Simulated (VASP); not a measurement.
LiCl: single point with PBE0

Crystal: LiCl.

```
Li Cl
1.0
     0.00000    2.53105    2.53105
     2.53105    0.00000    2.53105
     2.53105    2.53105    0.00000
Li Cl
1 1
Direct
  0.00000 0.00000 0.00000
  0.50000 0.50000 0.50000
```

The cell is a database's computed one.

```
Program             : VASP 6.6.1
Task                : single point
Functional          : PBE0
Potentials or basis : VASP PAW PBE potentials, release 64 (Li_sv, Cl)
Cutoff              : 520 eV
k mesh              : 6 × 6 × 6
Occupations         : gaussian, width 0.02 eV
Spin                : no spin polarisation
```

* Band gap on the k mesh: 8.71 eV, direct

Levels at points of the mesh, in eV from the valence-band top:
| k point | band 3 | band 4 | band 5 | band 6 | band 7 | band 8 |
| --- | --- | --- | --- | --- | --- | --- |
| (0.00, 0.00, 0.00) | 0.00 | 0.00 | 0.00 | 8.71 | 14.27 | 14.27 |
| (0.50, 0.00, 0.00) | -3.26 | -0.30 | -0.30 | 8.90 | 11.78 | 11.78 |
| (0.50, 0.50, 0.00) | -3.35 | -1.28 | -1.28 | 10.16 | 10.31 | 15.27 |

It took 86 s on 1 thread of Intel(R) Xeon(R) 6975P-C (Granite Rapids), with other jobs on the host, peak memory 0.16 GiB.

 A k mesh can miss the band edges.
